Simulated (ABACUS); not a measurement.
The system is Tb.

```
CELL_PARAMETERS angstrom
-2.01000 2.01000 2.01000
2.01000 -2.01000 2.01000
2.01000 2.01000 -2.01000
ATOMIC_POSITIONS crystal
Tb 0.00000 0.00000 0.00000
```

This isn't the form of Tb at room conditions, which is hcp.

* Program: ABACUS 3.10.1
* Task: single point
* Functional: PBE
* Potentials or basis: PseudoDojo NC SR 0.4.1 PBE standard, lanthanides 3+ (f in core)
* Cutoff: 680 eV
* Density cutoff: 2721 eV
* Basis: plane waves
* k mesh: 9 × 9 × 9
* Occupations: fermi-dirac, width 0.05 eV
* Spin: collinear spin, ferromagnetic start
* Starting moments: [1.0] μB

On this cell: net moment 0.01 μB per cell; band gap on the k mesh none (metal or under the smearing width).

The same run follows on a disturbed copy (cell strained at random at fixed volume):

```
Tb
1.0
    -2.04351    2.05095    1.97807
     2.04838   -2.05283    1.98482
     1.99484    2.00416   -1.97995
Tb
1
Direct
  0.99149 0.00208 0.00987
```

Problem. What does the disturbed cell give?

Solution. The energy (extrapolated to zero smearing) moves by -0.3 meV/atom; net moment 0.19 μB per cell; band gap on the k mesh none (metal or under the smearing width).

Caveats: the magnetic or orbital state may not be the lowest; all typed moments are zero, and the program then starts from 1 μB on every atom; spin-orbit coupling is left out, which moves the levels of the heavy elements; the 4f electrons are frozen in the core as for a trivalent ion, so they carry no moment and show no levels.
